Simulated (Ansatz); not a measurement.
**Strain and the gap of BaS (rocksalt)**

BaS in the rocksalt structure, relaxed with r2SCAN in Ansatz. It is cubic, Fm-3m (No. 225); conventional cell a = 6.424 Å, 33.13 Å³ an atom. Ba has 6 S at 3.21 Å; S has 6 Ba at 3.21 Å.

The axes x, y and z are those of this cell:
```xyz
2
Lattice="0.0000 3.2118 3.2118 3.2118 0.0000 3.2118 3.2118 3.2118 0.0000" Properties=species:S:1:pos:R:3 pbc="T T T"
Ba    0.0000    0.0000    0.0000
S     3.2118    3.2118    3.2118
```

Unstrained: With PBE the valence top lies at Γ and the conduction bottom at X, 2.230 eV higher; the smallest vertical gap, at X, is 2.345 eV. The r2SCAN gap is indirect, 2.578 eV (Γ to X), below the direct gap of 2.692 eV at X. HSE06 gives an indirect gap of 3.138 eV, from Γ to X; the least direct gap is 3.277 eV at X. Meshes: PBE 8×8×8, r2SCAN 8×8×8, HSE06 6×6×6. Strains are changes of length per length. After each strain the atoms were relaxed again with r2SCAN within the symmetry that the strain leaves, so tilts or polar shifts that break it weren't tested; points keep the names that they have in the unstrained zone. No spin polarisation and no zero-point or thermal motion.

Changes of the least gap in eV (an overlap counts as a negative gap):
```tsv
strain	volume change (%)	space group	PBE	r2SCAN	HSE06	energy rise, r2SCAN (meV/atom)
uniaxial -5.97 % along x	-6.0	I4/mmm	-0.307	-0.329	-0.307	47.8
epitaxial +4.11 % in the xy plane, free normal strain -1.40 %	+6.9	I4/mmm	-0.037	-0.052	-0.034	32.1
uniaxial +5.98 % along z	+6.0	I4/mmm	+0.028	+0.020	+0.029	28.0
```

Uniaxial -5.97 % along x, other directions held. HSE06: the gap goes from 3.138 to 2.831 eV (-0.307 eV); with r2SCAN the top three valence levels at Γ, degenerate before, become 1+2 from the top over 270 meV. Stress change with r2SCAN, compression positive: xx +8.73, yy +1.17, zz +1.17 GPa.

Epitaxial +4.11 % in the xy plane, free normal strain -1.40 %. HSE06: the gap goes from 3.138 to 3.104 eV (-0.034 eV); with r2SCAN the top three valence levels at Γ, degenerate before, become 1+2 from the top over 140 meV. Stress change with r2SCAN, compression positive: xx -3.42, yy -3.42, zz +0.02 GPa.

Uniaxial +5.98 % along z, other directions held. HSE06: the gap goes from 3.138 to 3.167 eV (+0.029 eV); with r2SCAN the top three valence levels at Γ, degenerate before, become 2+1 from the top over 120 meV. Stress change with r2SCAN, compression positive: xx -0.94, yy -0.94, zz -4.02 GPa.

The runs are scalar-relativistic, without spin-orbit coupling.

The meshes of the hybrids are coarse, so their gaps aren't converged to the digits shown.

The splittings at Γ are without spin-orbit coupling, which regroups them where it is of like size or larger.
